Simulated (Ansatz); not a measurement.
This NbAs structure is the end of a relaxation. The cell was found from a structure generator's guess, not taken from experiment.

Computed with DFT PBE, scalar-relativistic, plane waves, PAW in Ansatz 0.2.0. Cutoff 420 eV, Γ-centred mesh, Gaussian smearing, no spin polarisation.

```
Nb As
1.0
     3.40892    0.00000    0.00000
    -1.70446    2.95221    0.00000
     0.00000    0.00000    8.33633
Nb As
2 2
Direct
  0.33333 0.66667 0.33817
  0.66667 0.33333 0.83817
  0.33333 0.66667 0.03496
  0.66667 0.33333 0.53496
```

Energies over the elements count from the elements' standard structures at the same level, with no fitted energy shifts.

Problem. What space group does it have?

Solution. P6_3mc (No. 186). Conventional cell: a = 3.409 Å, c = 8.336 Å. Nb is surrounded by 4 As at 2.53–2.56 Å; around As lie 4 Nb at 2.53–2.56 Å.

Problem. What is its formation energy per atom?

Solution. +0.09 eV/atom. The separate elements lie lower, so it is unstable against them.

Problem. Is it a metal?

Solution. Yes, bands cross the Fermi level on the 15×15×6 mesh.

Problem. From what recipe could a structure generator have reached it?

Solution. One such recipe: close-packed anion layers stacked AB, next cell at A, with sites between them filled layer by layer (P6_3mc, No. 186). Other recipes can lead to the same cell.

The last run used a 15×15×6 mesh (in the run's order of axes) for its 4-atom cell and Gaussian smearing of 0.10 eV. The reference form of As is held partly by dispersion forces, which this level lacks. A structure relaxed within its symmetry needn't be a true minimum.
